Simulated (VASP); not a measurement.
Set up this calculation in VASP 6.6.1, as an ASE script.

- Task: single point
- Functional: PBE
- Potentials or basis: VASP PAW PBE potentials, release 54 (Be)
- Cutoff: 520 eV
- k mesh: 13 × 13 × 8
- Occupations: gaussian, width 0.1 eV
- Spin: no spin polarisation
- Further INCAR settings: ALGO = Normal; EDIFF = 1.00e-06

The structure of Be lies in Be.cif:

```cif
data_Be
_cell_length_a 2.28530000
_cell_length_b 2.28530000
_cell_length_c 3.58420000
_cell_angle_alpha 90.00000000
_cell_angle_beta 90.00000000
_cell_angle_gamma 120.00000000
_space_group_name_H-M_alt 'P6_3/mmc'
_space_group_name_Hall '-P 6c 2c'
_space_group_IT_number 194
loop_
_space_group_symop_operation_xyz
'x,y,z'
'-x,-y,-z'
'x-y,x,z+1/2'
'-x+y,-x,-z+1/2'
'-y,x-y,z'
'y,-x+y,-z'
'-x,-y,z+1/2'
'x,y,-z+1/2'
'-x+y,-x,z'
'x-y,x,-z'
'y,-x+y,z+1/2'
'-y,x-y,-z+1/2'
'-y,-x,-z+1/2'
'y,x,z+1/2'
'-x,-x+y,-z'
'x,x-y,z'
'-x+y,y,-z+1/2'
'x-y,-y,z+1/2'
'y,x,-z'
'-y,-x,z'
'x,x-y,-z+1/2'
'-x,-x+y,z+1/2'
'x-y,-y,-z'
'-x+y,y,z'
loop_
_atom_site_label
_atom_site_type_symbol
_atom_site_symmetry_multiplicity
_atom_site_Wyckoff_symbol
_atom_site_fract_x
_atom_site_fract_y
_atom_site_fract_z
_atom_site_occupancy
Be1 Be 2 c 0.6666666667 0.3333333333 0.7500000000 1
```

These files were run (other wordings do the same):

run.py

```python
from ase.calculators.vasp import Vasp
from ase.dft.bandgap import bandgap
from ase.io import read

atoms = read('Be.cif', primitive_cell=True, subtrans_included=False)
calc = Vasp(
    directory='calc',
    xc='pbe',
    pp='PBE',
    setups='recommended',
    pp_version='54',
    prec='Accurate',
    encut=520,
    ediff=1e-06,
    ismear=0,
    sigma=0.1,
    lreal=False,
    lasph=True,
    nelm=100,
    algo='Normal',
    isif=2,
    lwave=False,
    lcharg=False,
    kpts=[13, 13, 8],
    gamma=True,
)
atoms.calc = calc

print('energy (eV):', atoms.get_potential_energy())
print('free energy (eV):', atoms.get_potential_energy(force_consistent=True))
print('forces (eV/A):')
print(atoms.get_forces())
print('stress (eV/A^3, Voigt):', atoms.get_stress())
print('Fermi level (eV):', calc.get_fermi_level())
gap, top, bottom = bandgap(calc)
print('band gap (eV):', gap, 'from (spin, k, band)', top, 'to', bottom)
```

Potentials or basis: VASP PAW PBE potentials, release 54 (Be).

The run is started by

```sh
$ python run.py
```

Results of the run:

The pressure is -2.7 GPa and the band gap on the k mesh is none (metal or under the smearing width).

Run time: 4.8 s on 1 thread of AMD EPYC 9R45 96-Core Processor (Zen 5) (shared host), peak memory 0.09 GiB.
